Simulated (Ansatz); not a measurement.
# Slab bands of honeycomb SnTe, 2 layers, part 3 of 3

Aim: the slab bands of honeycomb SnTe, 2 layers, with their weight on the outer layers.

Ansatz 0.2.0; plane-wave DFT, PBE-D3(BJ), Ansatz PAW (the session's first sound run).

So far, gap along the path (eV): step 3 (bands and layer weights, PBE) 0.494; step 4 (with spin-orbit coupling, PBE spin-orbit) 0.402; step 5 (close to the zone centre, PBE spin-orbit) 0.754.

## 7. Varying the input: efield.ramp_width = 0.04

This step: plane-wave DFT, PBE, Ansatz PAW (Ansatz 0.2.0).

A run with a changed input: it repeats the earlier run with efield.ramp_width from 0.06 to 0.04; its output block differs too.

input.yaml reads:

```yaml
crystal:
  lattice:
    - [4.18, 0.0, 0.0]
    - [-2.09, 3.6199861878, 0.0]
    - [0.0, 0.0, 24.53]
  atoms:
    - { symbol: Te, position: [0.6666666667, 0.3333333333, 0.3730672876] }
    - { symbol: Sn, position: [0.3333333333, 0.6666666667, 0.4414641533] }
    - { symbol: Te, position: [0.0, 0.0, 0.5583808867] }
    - { symbol: Sn, position: [0.6666666667, 0.3333333333, 0.6270876724] }
kpoints:
  mp_grid: { grid: [12, 12, 1] }
  band_path:
    path: [[0, 0, 0], [0.5, 0, 0], [0.33333333, 0.33333333, 0], [0, 0, 0]]
    npoints: 24
hamiltonian:
  xc: pbe
scf:
  occupations: { method: fermi_dirac, width: 0.05 }
  convergence: { dr2_threshold: 1.0e-09 }
efield:
  axis: 3
  dipole_correction: true
  ramp_position: 0.97
  ramp_width: 0.04
output:
  fatbands: true
  dos: { projected: true, e_range: [-8, 5] }
  write_potential: true
  write_density: true
  volumetric_format: npy
```

Run with:

```bash
ansatz run input.yaml --threads 4 --pin off --max-ram 6144MiB --backend cpu --events-out ev --progress --plain --runs-dir out
```

Numbers of over 12 decimals in the logs are rounded to 6 here.

Log:

```text
[...]
Crystal: 4 atoms, lattice volume = 371.177 Å³
Basis set: ecut = 420 eV, 7131 PW (Γ)
Bands: 36, of which v1, the nominal top of the filled ones, is band 30 counted from 1 (29 counted from 0)
Symmetry: 6 space group operations
[...]
k-points: 19 of 144 (time reversal used)
[...]
SCF iter   1: F=—  HF=-26009.034625 eV  |F-HF|=—  |Δ(HF+E_count)|=         —  Δρ=1.57e-3  dr2=9.10e-2  ethr=1.77e-3  p=0.065 e·Å  D=3.17e-2 V/Å  ΔV_dip=-0.78 eV  dr2_dipole=2.15e-2  V_vac-E_F(+/−)=3.57/4.35 eV  ⟨swp⟩=9.0  Hψ=3307  notcnv=0
[...]
SCF iter  10: F=-26009.021087 eV  HF=-26009.021087 eV  |F-HF|=2.55e-11  |Δ(HF+E_count)|=   5.57e-9  Δρ=2.70e-7  dr2=5.20e-10  ethr=1.67e-12  p=0.090 e·Å  D=4.41e-2 V/Å  ΔV_dip=-1.08 eV  dr2_dipole=6.42e-11  V_vac-E_F(+/−)=3.55/4.63 eV  ⟨swp⟩=9.3  Hψ=2122  notcnv=0
SCF 1 converged in 10 iterations: F = -26009.021087 eV  dr2 = 5.20e-10
[...]
SCF converged after 10 iterations
Free energy (F): -26009.021087 eV
[...]
Internal energy: -26009.020600 eV  (E = F + TS)
E sigma→0 (E₀):  -26009.020844 eV
Entropy (-TS):   -0.000487 eV (-0.122 meV/atom)
Fermi energy:    0.554264 eV
Dipole field:    D = 0.044101 V/Å  (p = 0.090462 e·Å, saw-weighted, corrected)
Work function:   Φ+ = 3.5450 eV   Φ− = 4.6268 eV
[...]
--- Band table (eV; the first three rows and the last of 19) ---
  k-point 0: bands = [... 26 lower, -1.0467, -0.3721, -0.3721, 0.1182, 1.1832, 2.5654, 2.6475, 2.6475, ... 2 higher]
  k-point 1: bands = [... 26 lower, -1.1623, -0.9313, -0.4804, 0.2876, 1.4812, 2.3773, 2.7403, 2.9200, ... 2 higher]
  k-point 2: bands = [... 26 lower, -1.4395, -1.3510, -0.7435, 0.1359, 1.4845, 2.2756, 2.8984, 2.9934, ... 2 higher]
  k-point 18: bands = [... 26 lower, -2.6629, -2.3504, -1.7282, -1.4085, 1.2372, 1.5814, 2.5786, 3.3102, ... 2 higher]
```

The job ended after 32 s (4 threads of Intel Xeon Platinum 8375C at 2.90GHz (Ice Lake), shared host; peak memory 1 GiB).

This step gave:

```yaml
energy_at_zero_smearing: -26009.0208 eV
dipole_along_the_normal: 0.09046 e·Å
gap_along_the_path: 0.4941 eV
smallest_direct_gap_along_the_path: 1.065 eV
step_between_the_vacuum_levels: -1.082 eV
ionisation_energy_upper_face: 3.795 eV
electron_affinity_upper_face: 3.301 eV
ionisation_energy_lower_face: 4.877 eV
gap_the_smaller_of_path_and_mesh: 0.4941 eV
```

The density of states has structure finer than the step of the table below, so its rows give means over 0.5 eV, whole bins alone (the curve runs from -8 to 2.23 eV). Peaks (eV: height): -7.67: 9.39, -7.25: 13.5, -4.29: 12.8, -2.33: 8.70, -1.91: 9.76, 1.51: 7.91, 1.77: 7.88.

Density of states against energy, zero at the Fermi level of the run, which the smearing sets inside the gap; means over each step:

| energy (eV) | density of states (states/eV a cell) |
| --- | --- |
| -7.5 | 4.08 |
| -7.0 | 2.74 |
| -6.5 | 1.28 |
| -6.0 | 0.321 |
| -5.5 | 0 |
| -5.0 | 0 |
| -4.5 | 1.89 |
| -4.0 | 1.90 |
| -3.5 | 2.52 |
| -3.0 | 4.40 |
| -2.5 | 4.21 |
| -2.0 | 4.07 |
| -1.5 | 2.70 |
| -1.0 | 1.59 |
| -0.5 | 0.918 |
| 0.0 | 0.00682 |
| 0.5 | 2.64 |
| 1.0 | 1.49 |
| 1.5 | 3.62 |

Projected DOS per atom over height of the atomic layer and energy from the Fermi level. Layers: Te Sn Te Sn from below.

Ten even steps from '_' (0.00 states/eV) to '@' (1.53 states/eV), each cell a mean:
```
==##--@@
==**--%%
____::==
::::==@@
________
::..____
--::____
%%++....
##--++--
@@--@@##
%%==%%==
@@==##--
....++::
::::%%--
____--..
________
________
________
::--__..
--%%____
..++++@@
____--##
```
Columns: height of the atomic layer (Å) from 9.15 to 15.4 (not evenly spaced); rows upwards: energy from the Fermi level (eV) from -7.96 to 2.15.

The electronic bands at the labelled points (eV, zero at the Fermi level of the run, which the smearing sets inside the gap):

| point | band 27 | band 28 | band 29 | band 30 | band 31 | band 32 | band 33 | band 34 |
| --- | --- | --- | --- | --- | --- | --- | --- | --- |
| Γ | -1.60 | -0.93 | -0.93 | -0.44 | 0.63 | 2.01 | 2.09 | 2.09 |
| halfway | -2.31 | -1.94 | -1.60 | -0.86 | 0.66 | 1.47 | 2.39 | 2.43 |
| M | -2.82 | -2.80 | -2.10 | -1.51 | 0.33 | 1.19 | 1.78 | 2.24 |
| halfway | -3.28 | -2.90 | -2.37 | -1.53 | 0.54 | 1.58 | 1.88 | 2.40 |
| K | -3.22 | -2.90 | -2.28 | -1.96 | 0.68 | 1.03 | 2.02 | 2.76 |
| halfway | -2.89 | -2.36 | -1.83 | -0.76 | 0.89 | 1.85 | 2.04 | 2.52 |
| Γ | -1.60 | -0.93 | -0.93 | -0.44 | 0.63 | 2.01 | 2.09 | 2.09 |

| quantity | this run | earlier run | difference |
| --- | --- | --- | --- |
| ionisation energy, upper face (eV) | 3.795 | 3.795 | -5.0e-7 |
| electron affinity, upper face (eV) | 3.301 | 3.301 | -5.0e-7 |
| dipole along the normal (e·Å) | 0.09046 | 0.09046 | -4.4e-7 |
| gap along the path (eV) | 0.4941 | 0.4941 | 0 |
| smallest direct gap along the path (eV) | 1.065 | 1.065 | 1.0e-6 |

Nothing in the table moves by 0.01 in its unit (for the dipole 0.5 % and 5e-5 e·Å).

## 8. Summary of results

| Item | Value |
| --- | --- |
| ionisation energy, upper face, without spin-orbit coupling | 3.79 eV |
| electron affinity, upper face, without spin-orbit coupling | 3.30 eV |
| ionisation energy, upper face, with spin-orbit coupling | 3.73 eV |
| electron affinity, upper face, with spin-orbit coupling | 3.32 eV |
| gap without spin-orbit coupling | 0.494 eV |
| gap with spin-orbit coupling | 0.402 eV |
| largest split over 2k that stays linear in k | 1.09 eV Å |

What this shows: The slab is too thin to part surface from interior; its gap is 0.49 eV. Spin-orbit coupling changes the gap from 0.49 to 0.40 eV. The strongest linear splitting near the zone centre, 1.09 eV·Å, belongs to the levels at 0.57 eV. Semilocal functionals give gaps that are too small, and confinement in a thin slab widens them. The in-plane lattice is held at a typed value, so part of the relaxation answers the strain against the functional's own lattice constant. Image-potential states are missing at this level, since the potential falls off too fast in the vacuum.

[Logs are printed without paths, hosts, clocks, repeated set-up lines and the standing remarks that a program may print on its own settings, such as how far it seeks lower states.]

[Hosts, paths, dates, database ids (printed as entryN), source tags and the programs' standing remarks are cut or masked in the printed files.]

[Maps of the electrostatic potential energy from Ansatz leave out the sawtooth potential of an applied field or a dipole correction, so their vacuum need not be flat; planar profiles and work functions include it.]

[The density of states shown here was stored with 400 of the rows of the run's finer table, so its peaks can read low, often by over a quarter, or be missed, and its means over a window can be off by a tenth or more.]
